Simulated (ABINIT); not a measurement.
# GaP (F-43m) in ABINIT: settings compared

Aim: see how the results for GaP move with the level of theory and the settings. Levels: LDA-VWN, BP86. Tasks: band structure.

Everything below comes from runs of ABINIT 10.8.3 (patched build). Logs are shortened: lines on timing, memory, paths and dates and some standing lists are left out, and cuts for length are marked. The log counts tension as positive stress, the text compression.

**Measured values to compare with.**

“Stacking defects in GaP nanowires: Electronic structure and optical properties”, 2018, arxiv:1810.01194 quotes, for a bulk crystal of GaP at 10 K: band gap 2.34 eV (indirect).

The runs below are set against these values where they give the same quantity.

**1. The structure**

It takes space group F-43m (No. 216, cubic). Conventional cell: a = 5.451 Å, b = 5.451 Å, c = 5.451 Å, α = 90.00°, β = 90.00°, γ = 90.00°. Ga (site symmetry -43m) has 4 P at 2.36 Å as nearest neighbours. Around P (site symmetry -43m) lie 4 Ga at 2.36 Å.

**2. Band structure, LDA-VWN**

run.abi

```
# Datasets: ground state, then fixed potential
ndtset 2

# Pseudopotentials
pp_dirpath "./"
pseudos "Ga.LDA_PW-JTH.xml, P.LDA_PW-JTH.xml"

# Structure
acell 3.8540855109 3.8540855109 3.8540855109 Angstrom
rprim
     0.0000000000     0.7071067812     0.7071067812
     0.7071067812     0.0000000000     0.7071067812
     0.7071067812     0.7071067812     0.0000000000
ntypat 2
znucl 31 15
natom 2
typat 1 2
xred
     0.0000000000     0.0000000000     0.0000000000
     0.7500000000     0.7500000000     0.7500000000

# Plane-wave basis
ecut 544.227725 eV
pawecutdg 40.0

# Exchange and correlation
ixc -1007

# Bands and occupations
occopt 3
tsmear 0.00183747

# SCF cycle
nstep 100

# Output
iomode 3
prtwf 0
prteig 0
prtebands 0
enunit 1
prtden1 1

# Dataset 1
kptopt1 1
ngkpt1 8 8 8
nshiftk1 1
shiftk1 0.0 0.0 0.0
nband1 13
tolvrs1 1.0e-9

# Dataset 2: bands along G-X-W-K-G-L-U-W-L-K
iscf2 -2
getden2 1
nband2 17
nbdbuf2 2
tolwfr2 1.0e-12
kptopt2 -9
ndivsm2 6
prteig2 1
kptbounds2
     0.0000000000     0.0000000000     0.0000000000
     0.5000000000     0.0000000000     0.5000000000
     0.5000000000     0.2500000000     0.7500000000
     0.3750000000     0.3750000000     0.7500000000
     0.0000000000     0.0000000000     0.0000000000
     0.5000000000     0.5000000000     0.5000000000
     0.6250000000     0.2500000000     0.6250000000
     0.5000000000     0.2500000000     0.7500000000
     0.5000000000     0.5000000000     0.5000000000
     0.3750000000     0.3750000000     0.7500000000
```

Potentials or basis: JTH PAW LDA v2.0.

The run is started by

```bash
abinit run.abi > log 2>&1
```

run.abo:

```text
.Version 10.8.3 of ABINIT
 DATASET    1 : space group F-4 3 m (#216); Bravais cF (face-center cubic)
================================================================================
 Values of the parameters that define the memory need for DATASET  1.
     intxc =       0    ionmov =       0      iscf =      17    lmnmax =      18
     lnmax =       6     mgfft =      30  mpssoang =       3    mqgrid =    3001
     natom =       2  nloc_mem =       2    nspden =       1   nspinor =       1
    nsppol =       1      nsym =      24    n1xccc =       1    ntypat =       2
    occopt =       3   xclevel =       1
       mpw =        1185          nfft =       27000          nkpt =          29
 PAW method is used; the additional fine FFT grid is defined by:
   mgfftf=        45    nfftf =     91125
================================================================================
================================================================================

 DATASET    2 : space group F-4 3 m (#216); Bravais cF (face-center cubic)
================================================================================
 Values of the parameters that define the memory need for DATASET  2.
     intxc =       0    ionmov =       0      iscf =      -2    lmnmax =      18
     lnmax =       6     mgfft =      30  mpssoang =       3    mqgrid =    3001
     natom =       2  nloc_mem =       2    nspden =       1   nspinor =       1
    nsppol =       1      nsym =      24    n1xccc =       1    ntypat =       2
    occopt =       3   xclevel =       1
       mpw =        1203          nfft =       27000          nkpt =         103
 PAW method is used; the additional fine FFT grid is defined by:
   mgfftf=        45    nfftf =     91125
================================================================================
================================================================================

--------------------------------------------------------------------------------
------------- Echo of variables that govern the present computation ------------
--------------------------------------------------------------------------------
 -outvars: echo values of preprocessed input variables --------
            acell      7.2831660814E+00  7.2831660814E+00  7.2831660814E+00 Bohr
              amu      6.97230000E+01  3.09737620E+01
             ecut      2.00000000E+01 Hartree
           enunit           1
           getden1          0
           getden2          1
             iscf1         17
             iscf2         -2
                       outvar_i_n : Printing only first  50 k-points.
              ixc       -1007
           jdtset        1    2
                       outvar_i_n : Printing only first  50 k-points.
           kptopt1          1
           kptopt2         -9
         kptrlatt        8    0    0      0    8    0      0    0    8
          kptrlen1     5.82653287E+01
          kptrlen2     3.00000000E+01
            natom           2
            nband1         13
            nband2         17
           nbdbuf1          0
           nbdbuf2          2
           ndtset           2
           ndivsm1          0
           ndivsm2          6
            ngfft          30      30      30
          ngfftdg          45      45      45
             nkpt1         29
             nkpt2        103
            nstep         100
             nsym          24
           ntypat           2
           occopt           3
        pawecutdg      4.00000000E+01 Hartree
        prtebands           0
           prteig1          0
           prteig2          1
            prtwf           0
            rprim      0.0000000000E+00  7.0710678120E-01  7.0710678120E-01
                       7.0710678120E-01  0.0000000000E+00  7.0710678120E-01
                       7.0710678120E-01  7.0710678120E-01  0.0000000000E+00
           shiftk1     0.00000000E+00  0.00000000E+00  0.00000000E+00
           shiftk2     5.00000000E-01  5.00000000E-01  5.00000000E-01
[... 233 lines left out ...]
 Unit cell volume ucvol=  2.7317795E+02 bohr^3
 Angles (23,13,12)=  6.00000000E+01  6.00000000E+01  6.00000000E+01 degrees

 Coarse grid specifications (used for wave-functions):

 getcut: wavevector=  0.0000  0.0000  0.0000  ngfft=  30  30  30
         ecut(hartree)=     20.000   => boxcut(ratio)=   2.04834

 Fine grid specifications (used for densities):

 getcut: wavevector=  0.0000  0.0000  0.0000  ngfft=  45  45  45
         ecut(hartree)=     40.000   => boxcut(ratio)=   2.12196
--------------------------------------------------------------------------------

================================================================================
 Non-SCF case, kpt    1 (  0.00000  0.00000  0.00000), residuals and eigenvalues=
  6.78E-13  4.84E-13  4.82E-13  6.53E-13  5.85E-13  6.96E-13  4.43E-13  1.75E-13
  2.20E-13  2.39E-13  4.11E-13  7.99E-13  6.41E-13  2.29E-13  3.50E-13  1.35E-13
  4.31E-13
 -3.5297E-01 -3.5297E-01 -3.5297E-01 -3.4939E-01 -3.4939E-01 -2.7363E-01
  1.8656E-01  1.8656E-01  1.8656E-01  2.4552E-01  3.2584E-01  3.2584E-01
  3.2584E-01  4.9836E-01  5.4455E-01  5.4455E-01  6.3760E-01
 Non-SCF case, kpt    2 (  0.02941  0.00000  0.02941), residuals and eigenvalues=
  7.92E-13  9.34E-13  4.30E-13  8.08E-13  7.79E-13  9.12E-13  1.94E-13  2.61E-13
  7.79E-13  5.29E-13  9.31E-13  2.72E-13  5.73E-13  2.02E-13  8.93E-13  2.50E-13
  1.71E-05
[... 696 lines left out ...]
 Non-SCF case, kpt  102 (  0.38750  0.38750  0.72500), residuals and eigenvalues=
  3.61E-13  8.17E-13  6.61E-13  3.90E-13  7.59E-13  3.53E-13  4.29E-13  2.57E-13
  1.99E-13  8.63E-13  3.17E-13  1.25E-13  1.75E-13  8.22E-13  3.30E-13  6.35E-06
  2.68E-04
 -3.5641E-01 -3.5141E-01 -3.5101E-01 -3.4999E-01 -3.4900E-01 -1.6706E-01
 -5.5231E-02  3.8690E-02  1.0638E-01  2.6543E-01  3.7417E-01  4.7058E-01
  4.7278E-01  5.1829E-01  5.5964E-01  7.2174E-01  7.5678E-01
 Non-SCF case, kpt  103 (  0.37500  0.37500  0.75000), residuals and eigenvalues=
  3.39E-13  2.80E-13  6.03E-13  7.80E-13  6.12E-13  8.14E-13  5.07E-13  4.83E-13
  3.22E-13  5.64E-13  1.75E-13  4.63E-13  8.47E-13  5.52E-13  5.57E-13  2.73E-07
  4.06E-05
 -3.5652E-01 -3.5131E-01 -3.5093E-01 -3.5009E-01 -3.4894E-01 -1.6459E-01
 -5.7512E-02  3.9940E-02  1.0290E-01  2.6166E-01  3.5870E-01  4.8461E-01
  4.8570E-01  5.2137E-01  5.6552E-01  7.1764E-01  7.6540E-01

--- !ResultsGS
iteration_state: {dtset: 2, }
comment   : Summary of ground state results
lattice_vectors:
- [  0.0000000,   5.1499761,   5.1499761, ]
- [  5.1499761,   0.0000000,   5.1499761, ]
- [  5.1499761,   5.1499761,   0.0000000, ]
lattice_lengths: [   7.28317,    7.28317,    7.28317, ]
lattice_angles: [ 60.000,  60.000,  60.000, ] # degrees, (23, 13, 12)
lattice_volume:   2.7317795E+02
convergence: {deltae:  0.000E+00, res2:  0.000E+00, residm:  9.996E-13, diffor:  0.000E+00, }
etotal    :  -8.60448703E+01
entropy   :   0.00000000E+00
fermie    :   2.12717953E-01
cartesian_stress_tensor: null
pressure_GPa: null
xred      :
- [  0.0000E+00,   0.0000E+00,   0.0000E+00, Ga]
- [  7.5000E-01,   7.5000E-01,   7.5000E-01,  P]
cartesian_forces: null
force_length_stats: {min: null, max: null, mean: null, }
...

 Integrated electronic density in atomic spheres:
 ------------------------------------------------
 Atom  Sphere_radius  Integrated_density
    1        2.10359         11.09487256
    2        1.60765          1.59647361

================================================================================

 ----iterations are completed or convergence reached----

 Mean square residual over all n,k,spin=   52.059E-14; max=  99.956E-14
 reduced coordinates (array xred) for    2 atoms
       0.000000000000      0.000000000000      0.000000000000
       0.750000000000      0.750000000000      0.750000000000

 cartesian coordinates (angstrom) at end:
    1      0.00000000000000     0.00000000000000     0.00000000000000
    2      4.08787500012308     4.08787500012308     4.08787500012308
 length scales=  7.283166081430  7.283166081430  7.283166081430 bohr
              =  3.854085510900  3.854085510900  3.854085510900 angstroms
 Eigenvalues (   eV  ) for nkpt= 103  k points:
 kpt#   1, nband= 17, wtk=  1.00000, kpt=  0.0000  0.0000  0.0000 (reduced coord)
  -9.60475   -9.60475   -9.60475   -9.50731   -9.50731   -7.44591    5.07663    5.07663
   5.07663    6.68105    8.86658    8.86658    8.86658   13.56097   14.81807   14.81807
  17.34985
 kpt#   2, nband= 17, wtk=  1.00000, kpt=  0.0294  0.0000  0.0294 (reduced coord)
  -9.60606   -9.60423   -9.60423   -9.50752   -9.50713   -7.43079    4.91337    5.03038
   5.03038    6.83914    8.81977    8.92949    8.92949   13.64289   14.64973   14.83274
  17.38365
 kpt#   3, nband= 17, wtk=  1.00000, kpt=  0.0588  0.0000  0.0588 (reduced coord)
  -9.60988   -9.60268   -9.60268   -9.50818   -9.50658   -7.38557    4.53856    4.90070
   4.90070    7.19376    8.69195    9.10771    9.10771   13.87257   14.24370   14.87330
  17.47624
 kpt#   4, nband= 17, wtk=  1.00000, kpt=  0.0882  0.0000  0.0882 (reduced coord)
  -9.61592   -9.60015   -9.60015   -9.50930   -9.50570   -7.31064    4.08185    4.70916
   4.70916    7.59504    8.51852    9.37989    9.37989   13.71123   14.26101   14.93940
  17.63012
 kpt#   5, nband= 17, wtk=  1.00000, kpt=  0.1176  0.0000  0.1176 (reduced coord)
[... 381 lines left out ...]
   3.14660    7.49663   10.58067   11.90717   12.13489   14.45962   15.32342   18.60735
  19.50888
 kpt# 101, nband= 17, wtk=  1.00000, kpt=  0.4000  0.4000  0.7000 (reduced coord)
  -9.69532   -9.56547   -9.55454   -9.52071   -9.49799   -4.65648   -1.44060    1.13447
   3.01160    7.35146   10.52282   12.33307   12.40698   14.24695   15.22495   19.36361
  19.85381
 kpt# 102, nband= 17, wtk=  1.00000, kpt=  0.3875  0.3875  0.7250 (reduced coord)
  -9.69850   -9.56242   -9.55138   -9.52378   -9.49673   -4.54582   -1.50290    1.05280
   2.89474    7.22261   10.18157   12.80505   12.86506   14.10344   15.22860   19.63949
  20.59295
 kpt# 103, nband= 17, wtk=  1.00000, kpt=  0.3750  0.3750  0.7500 (reduced coord)
  -9.70128   -9.55974   -9.54916   -9.52643   -9.49524   -4.47882   -1.56499    1.08681
   2.79996    7.12002    9.76077   13.18695   13.21650   14.18712   15.38863   19.52790
  20.82770

== END DATASET(S) ==============================================================
================================================================================

 -outvars: echo values of variables after computation  --------
            acell      7.2831660814E+00  7.2831660814E+00  7.2831660814E+00 Bohr
           etotal1    -8.6044870308E+01
            fcart1    -0.0000000000E+00 -0.0000000000E+00 -0.0000000000E+00
                      -0.0000000000E+00 -0.0000000000E+00 -0.0000000000E+00
            rprim      0.0000000000E+00  7.0710678120E-01  7.0710678120E-01
                       7.0710678120E-01  0.0000000000E+00  7.0710678120E-01
                       7.0710678120E-01  7.0710678120E-01  0.0000000000E+00
           strten1     9.5991445955E-05  9.5991445955E-05  9.5991445955E-05
                       0.0000000000E+00  0.0000000000E+00  0.0000000000E+00
           xangst      0.0000000000E+00  0.0000000000E+00  0.0000000000E+00
                       4.0878750001E+00  4.0878750001E+00  4.0878750001E+00
             xred      0.0000000000E+00  0.0000000000E+00  0.0000000000E+00
                       7.5000000000E-01  7.5000000000E-01  7.5000000000E-01
 Calculation completed.
```

Run time: 43 s. Hardware: 1 thread of Arm Neoverse V1, shared host; peak memory 0.11 GiB.

Results:

- Free energy: -2341.4002 eV
- Pressure: -2.8 GPa
- Band gap on the k mesh: 1.49 eV, indirect (least direct gap 1.60 eV)
- Band gap along the path: 1.45 eV, indirect (least direct gap 1.60 eV)
- Valence electrons inside the program's atomic spheres: Ga 11.09; P 1.60

Levels at the corners of the path, in eV from the valence-band top:
| point | band 6 | band 7 | band 8 | band 9 | band 10 | band 11 | band 12 | band 13 |
| --- | --- | --- | --- | --- | --- | --- | --- | --- |
| Γ | -12.52 | 0.00 | 0.00 | 0.00 | 1.60 | 3.79 | 3.79 | 3.79 |
| X | -9.52 | -6.85 | -2.71 | -2.71 | 1.50 | 1.68 | 10.43 | 10.43 |
| W | -9.42 | -6.65 | -3.62 | -3.47 | 4.59 | 4.76 | 5.96 | 6.01 |
| K | -9.56 | -6.64 | -3.99 | -2.28 | 2.04 | 4.68 | 8.11 | 8.14 |
| Γ | -12.52 | 0.00 | 0.00 | 0.00 | 1.60 | 3.79 | 3.79 | 3.79 |
| L | -10.44 | -6.72 | -1.13 | -1.13 | 1.50 | 4.63 | 4.63 | 8.05 |
| U | -9.56 | -6.64 | -3.99 | -2.28 | 2.04 | 4.68 | 8.11 | 8.14 |
| W | -9.42 | -6.65 | -3.62 | -3.47 | 4.59 | 4.76 | 5.96 | 6.01 |
| L | -10.44 | -6.72 | -1.13 | -1.13 | 1.50 | 4.63 | 4.63 | 8.05 |
| K | -9.56 | -6.64 | -3.99 | -2.28 | 2.04 | 4.68 | 8.11 | 8.14 |

**3. Band structure, BP86**

run.abi

```
ndtset 2

pp_dirpath "./"
pseudos "Ga.upf, P.upf"

acell 3*1.0 Angstrom
rprim
     0.0000000000     2.7252500000     2.7252500000
     2.7252500000     0.0000000000     2.7252500000
     2.7252500000     2.7252500000     0.0000000000
ntypat 2
znucl 31 15
natom 2
typat 1 2
xred
     0.0000000000     0.0000000000     0.0000000000
     0.7500000000     0.7500000000     0.7500000000

ecut 40.0

ixc -106132

occopt 3
tsmear 0.05 eV

nstep 100

iomode 3
prtwf 0
prteig 0
prtebands 0
prtden1 1
prtvha1 1
prtvclmb1 1
prtpot1 1
prtelf1 1

kptopt1 1
ngkpt1 8 8 8
nshiftk1 1
shiftk1 0.0 0.0 0.0
nband1 13
tolvrs1 1.0e-10

iscf2 -2
getden2 1
nband2 17
nbdbuf2 2
tolwfr2 1.0e-12
kptopt2 -9
ndivsm2 8
prteig2 1
kptbounds2
     0.0000000000     0.0000000000     0.0000000000
     0.5000000000     0.0000000000     0.5000000000
     0.5000000000     0.2500000000     0.7500000000
     0.3750000000     0.3750000000     0.7500000000
     0.0000000000     0.0000000000     0.0000000000
     0.5000000000     0.5000000000     0.5000000000
     0.6250000000     0.2500000000     0.6250000000
     0.5000000000     0.2500000000     0.7500000000
     0.5000000000     0.5000000000     0.5000000000
     0.3750000000     0.3750000000     0.7500000000
```

Potentials or basis: PseudoDojo NC SR PBE v0.4.1 standard.

The run is started by

```bash
abinit run.abi > log 2>&1
```

Run time: 4 min. Hardware: 1 thread of Arm Neoverse V1, shared host; peak memory 0.19 GiB.

The run converged. Its results:

| Item | Value |
| --- | --- |
| Free energy | -2273.2340 eV |
| Pressure | 3.2 GPa |
| Band gap on the k mesh | 1.65 eV, indirect (least direct gap 1.77 eV) |
| Band gap along the path | 1.61 eV, indirect (least direct gap 1.77 eV) |
| Valence electrons inside the program's atomic spheres | Ga 10.83; P 2.81 |

Levels at the corners of the path, in eV from the valence-band top:
```csv
point,band 7,band 8,band 9,band 10,band 11,band 12
Γ,0.00,0.00,0.00,1.77,3.88,3.88
X,-6.78,-2.68,-2.68,1.68,1.83,10.55
W,-6.57,-3.56,-3.41,4.73,4.85,6.09
K,-6.57,-3.92,-2.25,2.20,4.81,8.23
Γ,0.00,0.00,0.00,1.77,3.88,3.88
L,-6.64,-1.12,-1.12,1.65,4.73,4.73
U,-6.57,-3.92,-2.25,2.20,4.81,8.23
W,-6.57,-3.56,-3.41,4.73,4.85,6.09
L,-6.64,-1.12,-1.12,1.65,4.73,4.73
K,-6.57,-3.92,-2.25,2.20,4.81,8.23
```

Caveat: the potentials were made for another functional, which shifts forces and pressure.

**4. Against experiment**

Step 2. A measured gap of GaP is 2.34 eV (indirect; 10 K; quoted in “Stacking defects in GaP nanowires: Electronic structure and optical properties”, 2018, arxiv:1810.01194); the calculated 1.45 eV misses it by -0.89 eV. Spin-orbit coupling on Ga is left out. The value is that of LDA-VWN, without temperature or zero-point motion. Semilocal functionals fall short of measured gaps as a rule.

Step 3. Against the measured gap of GaP, 2.34 eV (indirect; 10 K; quoted in “Stacking defects in GaP nanowires: Electronic structure and optical properties”, 2018, arxiv:1810.01194), the calculated 1.61 eV is off by -0.73 eV. Spin-orbit coupling on Ga is left out. The value is that of BP86, without temperature or zero-point motion.
